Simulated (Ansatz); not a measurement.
# TaN: energy along a strain

TaN, P-6m2, a = 2.924 Å, c = 2.871 Å. This isn't the usual stable structure of the compound. Ansatz: PBEsol, PAW, 420 eV, Γ-centred 24×24×20 mesh on 2 atoms, Gaussian smearing 0.15 eV; no spin polarisation. Cell vectors (Å): 2.924 0.000 0.000; -1.462 2.532 0.000; 0.000 0.000 2.871. The cell is strained by x per cent times the pattern (1 0 0 0 0 0) in the order xx yy zz yz xz xy (engineering shears), with fractional coordinates held. y is the free energy over the start, V0 = 10.628 Å³/atom.

| x (%) | y (meV/atom) |
| --- | --- |
| -2.00 | 9.39 |
| -1.50 | 5.21 |
| -1.00 | 2.29 |
| -0.50 | 0.56 |
| 0.00 | 0.00 |
| 0.50 | 0.55 |
| 1.00 | 2.17 |
| 1.50 | 4.84 |
| 1.75 | 6.55 |
| 2.00 | ? |

Question: Fit y = c2 x² + c3 x³ to the other rows, get the stiffness along the pattern, and predict the missing energy.

Answer: Least squares on the rows shown. y = 2.235 x² − 0.05572 x³. The clamped-ion stiffness p·C·p = 2 × 22.35 eV × 160.2 / 10.628 Å³ = 674 GPa, which is C11 in these axes. At x = 2.00 the fit asked for gives 8.49 meV/atom. The run gave 8.52 meV/atom, so the fit is 0.03 meV/atom too low, a small miss on the scale of the series.

Spin–orbit coupling is left out, which can shift energies with elements as heavy as these.